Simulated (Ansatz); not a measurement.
Born–Oppenheimer molecular dynamics of a periodic cell of 18 atoms, C (surface graphene monolayer). It goes on from the last frame of an earlier run, with new velocities.

These are results of Ansatz, DFT PBE, scalar-relativistic, plane waves, PAW, not measurements. Settings: accuracy low, cutoff 420 eV, k mesh 2x2x1, fermi-dirac smearing 0.05 eV, no spin polarisation.

```yaml
ensemble: NVT, Langevin thermostat
time_step: 1.5 fs
steps_asked: 180
set_temperature: 1400 K
friction: 0.01 /fs
seed: 582094
```

Frames 3 fs apart, positions in Å, forces in eV/Å.

Velocities at 105.0 fs (Å/ps):

```
C -2.49 1.51 1.88
C -1.68 -1.05 -17.54
C -4.51 -2.97 -9.01
C 8.63 -12.83 -2.49
C -19.95 6.12 -2.61
C 23.24 -15.72 -2.43
C 2.29 0.92 11.58
C 17.72 -2.77 0.13
C -12.40 2.56 11.54
C -5.36 3.35 -13.57
C -8.52 -1.61 17.68
C -1.76 -8.77 14.56
C -16.81 -17.56 9.57
C 12.22 -1.04 4.64
C 0.01 -12.06 7.03
C 10.28 -3.21 9.65
C 4.82 -19.23 -6.96
C -6.17 11.19 4.57
```

```xyz
18
Lattice="7.3980 0.0000 0.0000 -3.6990 6.4069 0.0000 0.0000 0.0000 13.0000" Properties=species:S:1:pos:R:3:forces:R:3 time_fs=105.0 energy_less_start_eV=0.955 T=1460
C -0.149 -0.118 1.363 4.72 0.27 0.45
C 1.248 0.596 1.499 -4.49 1.79 -1.96
C -1.261 2.023 1.264 -0.61 1.30 0.07
C 0.024 2.794 1.290 -3.48 -4.03 0.32
C -2.529 4.221 1.352 -0.06 0.03 -0.40
C -1.318 4.947 1.370 2.09 -3.43 0.09
C 2.469 -0.088 1.391 -2.33 0.62 1.38
C 3.672 0.615 1.511 1.13 1.81 -1.88
C 1.188 2.119 1.351 3.11 -4.75 0.19
C 2.440 2.791 1.255 -1.42 -1.54 0.85
C 0.017 4.119 1.389 -6.20 3.90 -0.66
C 1.118 4.849 1.341 4.21 0.51 0.39
C 4.858 -0.162 1.395 -1.00 3.40 -0.02
C 6.041 0.610 1.275 1.53 -0.06 0.66
C 3.670 2.098 1.327 1.44 -2.62 0.48
C 4.926 2.783 1.268 -0.72 -0.60 0.55
C 2.358 4.147 1.304 1.09 1.85 -0.36
C 3.584 4.863 1.359 0.99 1.55 -0.16
18
Lattice="7.3980 0.0000 0.0000 -3.6990 6.4069 0.0000 0.0000 0.0000 13.0000" Properties=species:S:1:pos:R:3:forces:R:3 time_fs=108.0 energy_less_start_eV=0.922 T=1376
C -0.133 -0.111 1.363 3.57 1.25 0.30
C 1.229 0.594 1.446 -2.75 1.60 -0.81
C -1.266 2.014 1.241 0.51 0.81 0.52
C 0.030 2.743 1.282 -5.49 -0.27 0.65
C -2.586 4.238 1.345 3.29 -1.45 -0.12
C -1.242 4.889 1.363 -2.13 0.00 0.72
C 2.461 -0.086 1.428 -0.62 -0.76 0.51
C 3.724 0.611 1.507 -3.40 1.21 -1.17
C 1.170 2.110 1.384 4.32 -5.70 -0.73
C 2.424 2.792 1.218 0.87 -5.03 1.54
C -0.025 4.118 1.443 -3.20 1.21 -1.36
C 1.127 4.826 1.386 2.84 -0.34 0.18
C 4.811 -0.203 1.427 3.84 3.50 -0.40
C 6.081 0.604 1.288 -0.96 -0.66 0.49
C 3.677 2.053 1.339 1.03 -0.25 0.04
C 4.946 2.776 1.300 -2.83 0.42 -0.04
C 2.377 4.100 1.283 -0.01 5.88 0.30
C 3.569 4.905 1.375 1.13 -1.44 -0.60
18
Lattice="7.3980 0.0000 0.0000 -3.6990 6.4069 0.0000 0.0000 0.0000 13.0000" Properties=species:S:1:pos:R:3:forces:R:3 time_fs=111.0 energy_less_start_eV=1.403 T=1152
C -0.091 -0.100 1.365 1.12 1.68 0.04
C 1.196 0.600 1.394 0.48 0.20 0.38
C -1.258 2.005 1.230 -0.47 0.71 0.79
C -0.001 2.697 1.278 -2.88 1.40 1.27
C -2.627 4.242 1.334 5.56 -2.52 0.26
C -1.177 4.842 1.374 -7.84 3.87 0.71
C 2.451 -0.096 1.467 0.07 -0.80 -0.44
C 3.743 0.611 1.497 -5.20 -0.06 -0.42
C 1.182 2.063 1.410 1.84 -3.08 -1.78
C 2.418 2.766 1.185 1.78 -4.69 2.13
C -0.083 4.118 1.493 3.12 -2.43 -1.62
C 1.153 4.800 1.433 0.52 -0.14 0.04
C 4.797 -0.222 1.463 5.94 2.63 -0.61
C 6.114 0.597 1.302 -1.98 -1.01 0.42
C 3.683 2.008 1.350 0.72 2.00 -0.41
C 4.944 2.777 1.332 -3.15 0.10 -0.63
C 2.392 4.091 1.261 -0.53 5.29 0.81
C 3.572 4.938 1.386 0.89 -3.15 -0.94
18
Lattice="7.3980 0.0000 0.0000 -3.6990 6.4069 0.0000 0.0000 0.0000 13.0000" Properties=species:S:1:pos:R:3:forces:R:3 time_fs=114.0 energy_less_start_eV=1.541 T=1119
C -0.036 -0.079 1.368 -2.18 0.17 -0.18
C 1.168 0.603 1.348 3.44 -0.92 1.34
C -1.254 2.009 1.227 -2.58 -0.57 0.92
C -0.053 2.661 1.274 1.54 2.12 1.80
C -2.634 4.230 1.335 5.54 -2.41 0.50
C -1.166 4.835 1.395 -9.59 4.61 0.54
C 2.433 -0.112 1.498 0.96 -0.38 -1.22
C 3.724 0.607 1.485 -3.33 -2.42 0.24
C 1.208 1.997 1.422 -1.24 0.66 -2.52
C 2.424 2.706 1.171 1.53 -0.83 2.36
C -0.125 4.097 1.532 6.53 -3.25 -1.56
C 1.177 4.775 1.479 -1.49 0.59 -0.14
C 4.834 -0.230 1.496 3.93 2.77 -0.69
C 6.140 0.582 1.314 -2.24 -0.46 0.42
C 3.681 1.981 1.360 0.44 3.15 -0.68
C 4.915 2.786 1.361 -2.04 -0.76 -1.07
C 2.393 4.117 1.240 0.32 1.10 1.09
C 3.587 4.949 1.391 0.46 -3.18 -1.15
18
Lattice="7.3980 0.0000 0.0000 -3.6990 6.4069 0.0000 0.0000 0.0000 13.0000" Properties=species:S:1:pos:R:3:forces:R:3 time_fs=117.0 energy_less_start_eV=1.164 T=1445
C -0.006 -0.046 1.367 -4.69 -3.33 -0.23
C 1.167 0.596 1.318 4.26 -1.26 1.73
C -1.272 2.021 1.234 -3.74 -1.62 0.81
C -0.103 2.641 1.274 3.94 1.99 1.75
C -2.600 4.207 1.339 3.72 -1.20 0.49
C -1.223 4.863 1.415 -4.36 -0.44 0.82
C 2.412 -0.123 1.518 1.91 0.41 -1.55
C 3.672 0.585 1.479 -0.20 -2.34 0.62
C 1.228 1.932 1.418 -2.23 3.51 -2.64
C 2.433 2.632 1.177 0.56 2.57 1.97
C -0.125 4.050 1.541 3.09 1.10 -1.50
C 1.185 4.755 1.525 -1.71 1.38 -0.60
C 4.910 -0.228 1.526 -0.31 2.10 -0.73
C 6.136 0.560 1.316 -1.31 0.49 0.54
C 3.675 1.982 1.360 -0.17 1.36 -0.50
C 4.872 2.798 1.374 0.03 -1.55 -1.15
C 2.397 4.150 1.224 1.33 -1.90 1.38
C 3.601 4.931 1.384 -0.12 -1.26 -1.22
18
Lattice="7.3980 0.0000 0.0000 -3.6990 6.4069 0.0000 0.0000 0.0000 13.0000" Properties=species:S:1:pos:R:3:forces:R:3 time_fs=120.0 energy_less_start_eV=1.786 T=1205
C -0.012 -0.019 1.352 -3.32 -5.73 -0.33
C 1.195 0.576 1.295 2.29 -1.36 1.80
C -1.322 2.020 1.235 -2.71 -1.31 0.88
C -0.130 2.635 1.281 4.32 0.98 1.29
C -2.538 4.170 1.334 -0.70 1.81 0.56
C -1.317 4.882 1.443 1.84 -3.90 0.69
C 2.412 -0.138 1.526 0.20 0.37 -1.61
C 3.615 0.545 1.472 4.23 0.24 0.75
C 1.243 1.896 1.396 -2.58 4.57 -2.29
C 2.451 2.572 1.198 -1.43 5.29 1.12
C -0.095 4.012 1.531 -0.36 3.70 -0.96
C 1.179 4.737 1.559 0.13 1.93 -1.17
C 4.986 -0.213 1.547 -5.25 -0.03 -0.46
C 6.116 0.551 1.314 0.16 1.98 0.37
C 3.671 1.997 1.351 -0.35 -2.08 -0.03
C 4.835 2.805 1.377 2.34 -3.62 -1.22
C 2.406 4.167 1.215 0.79 -3.41 1.66
C 3.614 4.903 1.357 0.40 0.56 -1.03
18
Lattice="7.3980 0.0000 0.0000 -3.6990 6.4069 0.0000 0.0000 0.0000 13.0000" Properties=species:S:1:pos:R:3:forces:R:3 time_fs=123.0 energy_less_start_eV=2.769 T=738
C -0.043 -0.019 1.330 0.61 -6.02 -0.35
C 1.235 0.544 1.290 -1.34 0.48 1.46
C -1.392 2.016 1.240 1.36 -0.70 0.88
C -0.131 2.629 1.293 2.73 0.57 0.72
C -2.484 4.135 1.325 -5.24 2.59 0.29
C -1.395 4.873 1.469 7.30 -3.16 0.66
C 2.422 -0.152 1.525 -1.51 -0.74 -1.35
C 3.584 0.514 1.470 7.06 2.05 0.74
C 1.244 1.893 1.357 -2.26 2.94 -1.70
C 2.470 2.551 1.218 -3.40 6.46 0.42
C -0.062 4.009 1.515 -2.12 2.96 -0.44
C 1.182 4.726 1.571 1.55 2.54 -1.40
C 5.023 -0.195 1.565 -7.74 -2.06 -0.32
C 6.108 0.556 1.316 0.19 2.70 0.15
C 3.666 2.002 1.344 -0.08 -4.01 0.26
C 4.821 2.790 1.370 2.63 -4.22 -1.05
C 2.423 4.161 1.211 0.28 -3.57 1.78
C 3.632 4.881 1.322 0.00 1.17 -0.74
18
Lattice="7.3980 0.0000 0.0000 -3.6990 6.4069 0.0000 0.0000 0.0000 13.0000" Properties=species:S:1:pos:R:3:forces:R:3 time_fs=126.0 energy_less_start_eV=2.315 T=1023
C -0.073 -0.047 1.301 3.06 -4.69 -0.22
C 1.256 0.518 1.297 -3.54 2.22 0.74
C -1.454 2.014 1.256 6.03 -1.11 0.51
C -0.110 2.623 1.298 0.84 1.42 0.33
C -2.470 4.112 1.304 -6.03 2.13 0.30
C -1.417 4.853 1.501 8.79 -2.26 0.31
C 2.422 -0.169 1.519 -1.29 -0.76 -0.93
C 3.595 0.500 1.475 6.33 2.15 0.68
C 1.228 1.915 1.307 -1.39 0.84 -0.81
C 2.467 2.586 1.242 -3.18 4.81 -0.03
C -0.033 4.032 1.494 -3.03 0.94 0.02
C 1.194 4.731 1.565 2.03 2.34 -1.40
C 5.006 -0.195 1.581 -6.25 -1.34 -0.83
C 6.102 0.582 1.312 -1.23 0.69 0.55
C 3.662 1.988 1.339 -1.04 -4.01 0.35
C 4.817 2.750 1.358 1.07 -2.05 -0.76
C 2.438 4.126 1.217 0.07 -2.15 1.79
C 3.658 4.866 1.288 -1.25 0.84 -0.59
18
Lattice="7.3980 0.0000 0.0000 -3.6990 6.4069 0.0000 0.0000 0.0000 13.0000" Properties=species:S:1:pos:R:3:forces:R:3 time_fs=129.0 energy_less_start_eV=0.873 T=1734
C -0.086 -0.110 1.268 2.94 -1.58 0.06
C 1.247 0.504 1.305 -3.15 1.96 0.06
C -1.478 2.007 1.286 8.87 -2.32 0.05
C -0.083 2.616 1.312 -0.33 2.85 -0.07
C -2.495 4.108 1.281 -2.99 0.99 0.88
C -1.379 4.811 1.535 5.84 -1.24 -0.64
C 2.416 -0.196 1.510 -0.30 0.04 -0.51
C 3.650 0.499 1.487 1.84 1.05 0.52
C 1.198 1.951 1.250 -0.14 -0.54 0.39
C 2.451 2.651 1.266 -2.39 0.82 -0.42
C -0.021 4.064 1.476 -2.25 -0.95 0.42
C 1.217 4.757 1.544 0.80 0.26 -1.28
C 4.940 -0.205 1.589 -1.82 1.15 -1.54
C 6.087 0.609 1.309 -1.74 -2.43 1.06
C 3.647 1.951 1.343 -0.79 -2.28 0.27
C 4.821 2.694 1.344 -1.94 1.44 -0.49
C 2.451 4.081 1.228 -0.56 0.60 1.61
C 3.681 4.853 1.256 -1.89 0.18 -0.39
18
Lattice="7.3980 0.0000 0.0000 -3.6990 6.4069 0.0000 0.0000 0.0000 13.0000" Properties=species:S:1:pos:R:3:forces:R:3 time_fs=132.0 energy_less_start_eV=0.868 T=1718
C -0.076 -0.191 1.246 1.37 3.44 0.38
C 1.218 0.506 1.317 -1.73 0.54 -0.52
C -1.450 1.990 1.324 8.19 -2.25 -0.17
C -0.058 2.622 1.330 -1.66 3.08 -0.47
C -2.539 4.120 1.268 1.81 -1.76 1.43
C -1.295 4.760 1.568 0.11 1.00 -1.71
C 2.413 -0.226 1.504 0.66 0.68 -0.03
C 3.716 0.500 1.509 -4.86 0.17 0.17
C 1.171 1.992 1.193 0.36 -2.09 1.55
C 2.417 2.709 1.280 -0.66 -4.28 -0.59
C -0.015 4.098 1.466 0.04 -2.24 0.59
C 1.242 4.788 1.515 -1.35 -1.46 -0.92
C 4.867 -0.202 1.587 3.67 1.02 -1.67
C 6.060 0.610 1.312 -0.09 -3.89 1.11
C 3.622 1.901 1.352 0.29 1.04 0.00
C 4.813 2.632 1.330 -3.15 3.91 -0.26
C 2.458 4.042 1.246 -0.53 4.56 1.01
C 3.695 4.839 1.218 -2.48 -1.48 0.11
18
Lattice="7.3980 0.0000 0.0000 -3.6990 6.4069 0.0000 0.0000 0.0000 13.0000" Properties=species:S:1:pos:R:3:forces:R:3 time_fs=135.0 energy_less_start_eV=2.157 T=1177
C -0.062 -0.253 1.224 -0.21 6.34 0.60
C 1.182 0.512 1.319 -0.01 -0.98 -0.72
C -1.368 1.966 1.363 2.47 -0.49 -0.42
C -0.041 2.640 1.352 -2.01 2.41 -0.70
C -2.571 4.120 1.267 4.82 -3.99 1.48
C -1.207 4.713 1.591 -6.13 3.87 -2.08
C 2.421 -0.257 1.508 0.64 1.26 0.32
C 3.744 0.493 1.550 -10.00 0.91 -0.22
C 1.155 2.013 1.157 0.72 -2.85 2.21
C 2.386 2.734 1.293 0.42 -7.28 -0.59
C -0.008 4.117 1.471 3.12 -3.78 0.37
C 1.252 4.813 1.484 -2.14 -1.90 -0.48
C 4.825 -0.183 1.572 7.90 -1.58 -1.45
C 6.028 0.587 1.319 2.39 -3.37 0.78
C 3.603 1.862 1.373 0.64 3.37 -0.30
C 4.787 2.596 1.315 0.23 3.31 0.27
C 2.454 4.030 1.269 -0.61 6.40 0.29
C 3.686 4.807 1.180 -2.24 -1.66 0.65
18
Lattice="7.3980 0.0000 0.0000 -3.6990 6.4069 0.0000 0.0000 0.0000 13.0000" Properties=species:S:1:pos:R:3:forces:R:3 time_fs=138.0 energy_less_start_eV=2.005 T=1115
C -0.056 -0.267 1.201 -1.03 4.74 0.68
C 1.148 0.508 1.325 1.26 -1.36 -0.96
C -1.269 1.937 1.411 -3.11 0.21 -0.92
C -0.027 2.665 1.367 -1.20 0.82 -0.72
C -2.566 4.105 1.280 4.14 -4.44 1.00
C -1.174 4.690 1.601 -7.48 4.37 -2.05
C 2.437 -0.286 1.510 -0.49 1.80 0.58
C 3.707 0.486 1.597 -7.01 -0.11 -0.61
C 1.152 2.017 1.143 0.33 -3.59 2.46
C 2.357 2.706 1.301 1.93 -3.85 -0.49
C 0.013 4.103 1.484 2.72 -3.07 0.25
C 1.238 4.822 1.460 -1.14 -1.62 -0.13
C 4.838 -0.172 1.548 4.18 -1.69 -0.97
C 6.010 0.545 1.323 5.07 -1.03 0.35
C 3.591 1.852 1.395 0.20 3.44 -0.35
C 4.768 2.583 1.308 3.37 2.40 1.02
C 2.443 4.053 1.296 -1.16 2.43 -0.35
C 3.666 4.762 1.145 -0.58 0.55 1.20
```

Of the whole run (270 fs, mean temperature of the second half 1520 K): A run of 0.27 ps of so small a system gives no equilibrium averages. Limits of this set-up: coarse k mesh, slab without dipole correction, low accuracy level.

Time of the run: 20 min on 1 thread of Intel(R) Xeon(R) Platinum 8259CL CPU @ 2.50GHz (Skylake/Cascade Lake) (shared host), peak memory 0.79 GiB.
